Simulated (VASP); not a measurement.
## TePb: band structure with PBEsol

**What was measured.**

A printed reference work, monograph reports, for a bulk crystal of TePb at 4.2 K: band gap 0.19 eV (direct).

Crystal: TePb.

```xyz
2
Lattice="0.0000 3.2219 3.2219 3.2219 0.0000 3.2219 3.2219 3.2219 0.0000" Properties=species:S:1:pos:R:3 pbc="T T T"
Te    3.2219    3.2219    3.2219
Pb    0.0000    0.0000    0.0000
```

```
Program                : VASP 6.6.1
Task                   : band structure
Functional             : PBEsol
Potentials or basis    : VASP PAW PBE potentials, release 64 (Te, Pb_d)
Cutoff                 : 520 eV
k mesh                 : 8 × 8 × 8
Occupations            : gaussian, width 0.03 eV
Spin                   : no spin polarisation
Further INCAR settings : ALGO = Normal; EDIFF = 1e-06; NBANDS = 17
```

* Pressure: 0.0 GPa
* Band gap on the k mesh: 0.65 eV, direct
* Band gap along the path: 0.65 eV, direct

Levels at the corners of the path, in eV from the valence-band top:
```csv
point,band 6,band 7,band 8,band 9,band 10,band 11,band 12,band 13,band 14,band 15
Γ,-12.11,-5.59,-1.37,-1.37,-1.37,4.07,4.07,4.07,5.74,5.74
X,-10.38,-7.32,-4.59,-2.85,-2.85,3.17,5.49,5.49,6.73,10.15
X,-10.38,-7.32,-4.59,-2.85,-2.85,3.17,5.49,5.49,6.73,10.15
W,-10.22,-8.03,-3.86,-3.86,-0.35,1.63,5.18,5.18,6.84,6.84
W,-10.22,-8.03,-3.86,-3.86,-0.35,1.63,5.18,5.18,6.84,6.84
K,-10.29,-8.01,-4.20,-2.34,-2.13,3.55,3.79,5.06,5.95,8.83
K,-10.29,-8.01,-4.20,-2.34,-2.13,3.55,3.79,5.06,5.95,8.83
Γ,-12.11,-5.59,-1.37,-1.37,-1.37,4.07,4.07,4.07,5.74,5.74
Γ,-12.11,-5.59,-1.37,-1.37,-1.37,4.07,4.07,4.07,5.74,5.74
L,-10.64,-8.65,-0.90,-0.90,0.00,0.65,1.22,1.22,8.30,9.21
L,-10.64,-8.65,-0.90,-0.90,0.00,0.65,1.22,1.22,8.30,9.21
U,-10.29,-8.01,-4.20,-2.34,-2.13,3.55,3.79,5.06,5.95,8.83
U,-10.29,-8.01,-4.20,-2.34,-2.13,3.55,3.79,5.06,5.95,8.83
W,-10.22,-8.03,-3.86,-3.86,-0.35,1.63,5.18,5.18,6.84,6.84
W,-10.22,-8.03,-3.86,-3.86,-0.35,1.63,5.18,5.18,6.84,6.84
L,-10.64,-8.65,-0.90,-0.90,0.00,0.65,1.22,1.22,8.30,9.21
L,-10.64,-8.65,-0.90,-0.90,0.00,0.65,1.22,1.22,8.30,9.21
K,-10.29,-8.01,-4.20,-2.34,-2.13,3.55,3.79,5.06,5.95,8.83
U,-10.29,-8.01,-4.20,-2.34,-2.13,3.55,3.79,5.06,5.95,8.83
X,-10.38,-7.32,-4.59,-2.85,-2.85,3.17,5.49,5.49,6.73,10.15
```

Core levels (eV, on the scale of the bands):
| atom | levels |
| --- | --- |
| 1 Te | 1s -31609.8, 2s -4837.4, 2p -4340.8, 3s -953.6, 3p -792.3, 3d -548.5, 4s -153.1, 4p -103.1, 4d -30.5 |
| 2 Pb | 1s -88081.8, 2s -15743.3, 2p -13498.1, 3s -3771.6, 3p -3128.1, 3d -2473.2, 4s -846.1, 4p -635.3, 4d -391.7, 4f -122.7, 5s -133.9, 5p -75.6 |

Wall time 110 s on 1 thread of Intel(R) Xeon(R) Platinum 8488C (Sapphire Rapids), on a shared host, peak memory 0.23 GiB.

Measured gap of TePb: 0.19 eV (direct; 4.2 K; a printed reference work, monograph). This calculation gives 0.65 eV (+0.46 eV). Spin-orbit coupling on Pb, Te is left out. The value is that of PBEsol, without temperature or zero-point motion.

Caveat: the PAW data sets were made with another functional, which shifts forces and pressure a little; spin-orbit coupling is left out, which as a rule narrows the gap of such compounds by several tenths of an eV.
